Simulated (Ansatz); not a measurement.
An Ansatz input (plane waves, PAW) for rocksalt-structured HfN that has something wrong with it:

```yaml
crystal:
  lattice:
    - [0.0, 2.2726372262, 2.2726372262]
    - [2.2726372262, 0.0, 2.2726372262]
    - [2.2726372262, 2.2726372262, 0.0]
  atoms:
    - { symbol: Hf, position: [0.5, 0.5, 0.5] }
    - { symbol: "N", position: [0.0, 0.0, 0.0] }
basis:
  ecutwfc: 420
  ecutrho_ratio: 4
kpoints:
  mp_grid: { grid: [12, 12, 12] }
hamiltonian:
  xc: pbe
scf:
  occupations: { method: gaussian, width: 5.0 }
  max_iter: 50
output:
  forces: true
  stress: true
magnetization:
  noncollinear: true
  spin_orbit: true
```

Launched as:
```sh
ansatz run input.yaml --threads 4 --pin off --max-ram 7168MiB --backend cpu --events-out ev --progress --plain --runs-dir out
```

**Question.** What is wrong with it?

**Answer.** A smearing of electronvolts. Against the sound input: scf.occupations: {"method": "gaussian", "width": 0.05} → {"method": "gaussian", "width": 5.0} (the cap on iterations is only a precaution).

What the program printed:

SCF trace (energy estimate counted from the last row):
```
iteration  ΔE (eV)  density residual (eV)  M (μB)
        1   -0.041                2.27e-1  0.00e0
        2   -0.019                1.14e-1  0.00e0
        3   -0.008                1.45e-2  0.00e0
        4  8.6e-05                1.93e-3  0.00e0
        5  5.3e-05                2.48e-4  0.00e0
        6  5.0e-06                9.02e-6  0.00e0
        7    0.000                4.55e-7  0.00e0
        8    0.000                1.31e-8  0.00e0
```

```
SCF 1 converged in 8 iterations: F = -16131.503144 eV  dr2 = 1.31e-8
SCF converged after 8 iterations
Magnetization: |M| = 0.0000 μB,  M = (+0.0000, +0.0000, +0.0000) μB
Absolute magnetization: 0.0000 μB (∫|m|)
  site 0: m = (+0.0000, +0.0000, +0.0000) μB, |m| = 0.0000 μB  (R = 0.94 Å)
  site 1: m = (+0.0000, +0.0000, +0.0000) μB, |m| = 0.0000 μB  (R = 0.94 Å)
Free energy (F): -16131.503144 eV
E sigma→0 (E₀):  -16126.491861 eV
Entropy (-TS):   -10.022566 eV (-5011.283 meV/atom)
Fermi energy:    22.606168 eV
--- Forces (eV/Å), atoms counted from 1 ---
  atom   1  Hf     0.00000000     0.00000000     0.00000000
  atom   2  N      0.00000000     0.00000000     0.00000000
--- Stress (GPa, compression-positive) ---
       36.406831       0.000000       0.000000
        0.000000      36.406831       0.000000
        0.000000       0.000000      36.406831
  P = ⅓ Tr σ = 36.4068 GPa (364.068 kbar)
```

The run converged all the same; its pressure of 36 GPa shows the fault against the sound run's. Its energy lies 412 meV/atom from the sound one. It ran for 3.8 s on 4 threads of Intel(R) Xeon(R) Platinum 8375C CPU @ 2.90GHz (Ice Lake) (shared host), peak memory 0.58 GiB. The run before the change (PBE with spin–orbit coupling, 420 eV, 12×12×12 mesh) gave:

| run | P (GPa) | gap on the mesh (eV) | cell moment (μB) | largest force component (eV/Å) |
| --- | --- | --- | --- | --- |
| sound | 0.0 | metal | 0.00 (no moment typed) | 0.000 |
| spoiled | 36.4 | metal | 0.00 (no moment typed) | 0.000 |

The start was a prototype's sites filled with these elements; the Crystallography Open Database holds the compound in this structure.
